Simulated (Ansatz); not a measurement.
# SnO2: the cell at several levels of theory

How does the equilibrium cell of SnO2 (fluorite) depend on the functional? It is relaxed with PBE, r2SCAN, PBEsol, LDA and HSE06. This is a trial cell built on a prototype, not taken from a measured structure, and it needn't be the compound's ground state.

Code: Ansatz 0.2.0. PAW datasets, plane waves, zero pressure. No spin polarisation. The prototype was imposed, so other structures may be more stable.

### 1 The cell

This is the cell as the run starts from it, not yet at rest; its lengths are not the crystal's.

Space group Fm-3m (No. 225), cubic; conventional cell a = 4.902 Å, 9.82 Å³ an atom. Around Sn lie 8 O at 2.12 Å; around O lie 4 Sn at 2.12 Å.

The structure in full:

```xyz
3
Lattice="0.0000 2.4510 2.4510 2.4510 0.0000 2.4510 2.4510 2.4510 0.0000" Properties=species:S:1:pos:R:3 pbc="T T T"
Sn    0.0000    0.0000    0.0000
O     1.2255    1.2255    1.2255
O     3.6766    3.6766    3.6766
```

### 2 PBE: cell and atoms

input.yaml reads:

```yaml
crystal:
  lattice:
    - [0.0, 2.4510416331, 2.4510416331]
    - [2.4510416331, 0.0, 2.4510416331]
    - [2.4510416331, 2.4510416331, 0.0]
  atoms:
    - { symbol: Sn, position: [0.0, 0.0, 0.0] }
    - { symbol: O, position: [0.25, 0.25, 0.25] }
    - { symbol: O, position: [0.75, 0.75, 0.75] }
kpoints:
  mp_grid: { grid: [8, 8, 8] }
hamiltonian:
  xc: pbe
scf:
  occupations: { method: fermi_dirac, width: 0.02 }
relax:
  f_tol: 0.005
  cell: {}
output:
  write_density: true
  write_potential: true
  elf: true
  volumetric_format: npy
```

The run is started by

```
$ ansatz run input.yaml --threads 2 --pin off --max-ram 2211MiB --backend cpu --events-out ev --progress --plain --runs-dir out
```

The runs that follow: Relaxation with r2SCAN; Relaxing with PBEsol; Relaxing with LDA; HSE06: cell and atoms.

Before running it: what results should come out? Wanted: for each run, a; volume; space group; SCF geometries.

The runs gave:

```
 level  a (Å)  volume (Å³/atom)  space group  SCF geometries
   PBE  5.144            11.343        Fm-3m               8
r2SCAN  5.067            10.841        Fm-3m               5
PBEsol  5.084            10.953        Fm-3m               6
   LDA  5.040            10.668        Fm-3m               7
 HSE06  5.047            10.716        Fm-3m               6
```

The first relaxation changed the volume by +15.6 % from the start. The volume runs from LDA (least) to PBE (most), a spread of 6.3 %, or 2.1 % in length if all axes shared it alike. The meshes differ: PBE 8×8×8, r2SCAN 8×8×8, PBEsol 8×8×8, LDA 8×8×8, HSE06 6×6×6.
